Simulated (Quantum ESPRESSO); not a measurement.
Rh:

```
Rh
1.0
     0.00000    1.89785    1.89785
     1.89785    0.00000    1.89785
     1.89785    1.89785    0.00000
Rh
1
Direct
  0.00000 0.00000 0.00000
```

Base run:

```yaml
Program: Quantum ESPRESSO 7.5
Functional: PBEsol
Potentials_or_basis: PseudoDojo 0.4 FR PBEsol standard
Cutoff: 1197 eV
Density_cutoff: 4789 eV
k_mesh: 12 × 12 × 12
Occupations: fermi-dirac, width 0.05 eV
Spin: spin-orbit coupling, no magnetisation
```

Its results: band gap on the k mesh none (metal or under the smearing width); pressure -2.7 GPa.

**Question.** The run is repeated on the same cell with these changes: potentials or basis from PseudoDojo 0.4 FR PBEsol standard to PseudoDojo 0.4.1 SR PBEsol standard; spin from spin-orbit coupling, no magnetisation to no spin polarisation. What comes out?

**Answer.** Band gap on the k mesh none (metal or under the smearing width); pressure -3.3 GPa.
